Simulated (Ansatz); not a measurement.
The system is BeTe.

```xyz
2
Lattice="0.0000 2.7700 2.7700 2.7700 0.0000 2.7700 2.7700 2.7700 0.0000" Properties=species:S:1:pos:R:3 pbc="T T T"
Te    4.1550    4.1550    4.1550
Be    0.0000    0.0000    0.0000
```

* Program: Ansatz 0.2.0
* Task: single point
* Functional: PBE
* Potentials or basis: Ansatz PAW
* Cutoff: 420 eV (not typed: the program's choice for these potentials)
* k mesh: 8 × 8 × 8
* Occupations: fermi-dirac, width 0.05 eV
* Spin: no spin polarisation

On this cell: pressure 4.3 GPa; largest force zero by symmetry; band gap on the k mesh 1.86 eV, indirect (least direct gap 3.59 eV).

The same run follows on a disturbed copy (atoms moved at random, drawn with an rms of 0.05 Å):

```
CELL_PARAMETERS angstrom
0.00000 2.77000 2.77000
2.77000 0.00000 2.77000
2.77000 2.77000 0.00000
ATOMIC_POSITIONS crystal
Te 0.75375 0.75807 0.73213
Be 0.00497 0.98669 0.00194
```

What does the disturbed cell give?

The energy moves by +12.3 meV/atom; pressure 4.5 GPa; largest force 0.611 eV/Å; band gap on the k mesh 1.60 eV, indirect (least direct gap 3.18 eV).

Forces on the atoms (eV/Å):
```
Te   0.042  0.440 -0.421
Be  -0.042 -0.440  0.422
```

Stress tensor (GPa, compression positive):
```
 4.53  1.25 -1.31
 1.25  4.42 -0.12
-1.31 -0.12  4.43
```

Caveats: spin-orbit coupling is left out, which moves the levels of the heavy elements.

A k mesh can miss the band edges.
